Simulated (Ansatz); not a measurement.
BAs:

```
B As
1.0
     2.95701    0.00000    0.00000
     0.00000    2.95701    0.00000
     0.00000    0.00000    2.95701
B As
1 1
Cartesian
  1.4785 1.4785 1.4785
  0.0000 0.0000 0.0000
```

The cell was built by a generator and needn't be a form met in nature.

```yaml
Program: Ansatz 0.2.0
Task: relaxation of cell and atoms
Functional: HSEsol
Potentials_or_basis: Ansatz PAW
Cutoff: "420 eV (not typed: the program's choice for these potentials)"
k_mesh: 5 × 5 × 5
Occupations: fermi-dirac, width 0.05 eV
Spin: no spin polarisation
```

At the start: volume 12.93 Å³/atom.

Question: Where does the relaxation end?

Answer: It ends after 6 steps and the volume is 11.72 Å³/atom (-9.3 %); space group Pm-3m (No. 221, to 0.05 Å).

The path:
| step | energy change (eV) | largest force (eV/Å) | volume (Å³) |
| --- | --- | --- | --- |
| 1 | 0.0000 | 0.0000 | 25.86 |
| 2 | -0.0769 | 0.0000 | 22.69 |
| 3 | -0.0877 | 0.0000 | 23.63 |
| 4 | -0.0884 | 0.0000 | 23.46 |
| 5 | -0.0884 | 0.0000 | 23.45 |
| 6 | -0.0873 | 0.0000 | 23.45 |

Final structure:
```xyz
2
Lattice="2.8622 0.0000 0.0000 0.0000 2.8622 0.0000 0.0000 0.0000 2.8622" Properties=species:S:1:pos:R:3 pbc="T T T"
B     1.4311    1.4311    1.4311
As    0.0000    0.0000    0.0000
```

Caveat: the k mesh is coarse (spacing up to 0.42 Å⁻¹), so the values aren't converged, least of all with exact exchange; the plane-wave basis is chosen anew once the cell has moved, so the energies of steps on either side of that aren't comparable; the PAW data sets come from PBE, with cores solved anew for the run's functional, which leaves a small shift of forces and pressure.
